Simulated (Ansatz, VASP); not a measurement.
Given: the input of a run of Ansatz 0.2.0 on HgTe (Coloradoite).

The input input.yaml:

```yaml
crystal:
  lattice:
    - [0.0, 3.2145, 3.2145]
    - [3.2145, 0.0, 3.2145]
    - [3.2145, 3.2145, 0.0]
  atoms:
    - { symbol: Hg, position: [0.0, 0.0, 0.0] }
    - { symbol: Te, position: [0.75, 0.75, 0.75] }
hamiltonian:
  xc: pbe
  pseudopotentials: { kind: paw }
kpoints:
  mp_grid: { grid: [7, 7, 7] }
scf:
  occupations: { method: fermi_dirac, width: 0.05 }
output:
  forces: true
  stress: true
relax:
  f_tol: 0.01
  max_steps: 40
  cell: { stress_tol: 0.05 }
```

Potentials or basis: Ansatz PAW.

Run with:

```sh
$ ansatz run input.yaml --threads 2 --pin off --max-ram 5632MiB --backend cpu --events-out ev --progress --plain --runs-dir out
```

Question: Set up the same calculation for VASP 6.6.1. Potentials there: VASP PAW PBE potentials, release 64 (Hg_sv_GW, Te_GW).

Answer: As run (the cutoff follows the program's own potentials):

The input INCAR:

```
ALGO = Normal
EDIFF = 1E-6
EDIFFG = -0.02
ENCUT = 630
GGA = PE
IBRION = 2
ISIF = 3
ISMEAR = -1
LASPH = True
LCHARG = False
LREAL = False
LWAVE = False
NELM = 100
NSW = 60
PREC = Accurate
SIGMA = 0.05
```

Contents of KPOINTS:

```
k-points
0
Gamma
  7 7 7
```

POSCAR

```
HgTe
1.0
    0.0000000000      3.2145000000      3.2145000000
    3.2145000000      0.0000000000      3.2145000000
    3.2145000000      3.2145000000      0.0000000000
Hg Te
1 1
Direct
    0.0000000000      0.0000000000      0.0000000000
    0.7500000000      0.7500000000      0.7500000000
```

Potentials or basis: VASP PAW PBE potentials, release 64 (Hg_sv_GW, Te_GW).

Command:

```sh
$ cat potpaw_PBE.64/Hg_sv_GW/POTCAR potpaw_PBE.64/Te_GW/POTCAR > POTCAR
$ mpirun -np 1 vasp_std > vasp.out
```

Both were run:

|  | VASP | Ansatz | Ansatz less VASP |
| --- | --- | --- | --- |
| relaxed volume (Å³/atom) | 36.69 | 36.79 | +0.101 |
| relaxed cell length with the largest relative difference (Å) | 4.699 | 4.703 | +0.0043 |
| energy change over the relaxation (meV/atom) | -44 | -46 | -2.1 |

The two sets of potentials don't hold the same shells in valence.

Caveats: the volume moved by +10 % from the deposited cell, more than functionals usually miss (VASP); the plane-wave basis is chosen anew once the cell has moved, so the energies of steps on either side of that aren't comparable (Ansatz); the volume moved by +11 % from the deposited cell, more than functionals usually miss (Ansatz). Zero-point motion and thermal expansion aren't in these numbers. PBE usually gives volumes a little too large and moduli too small.
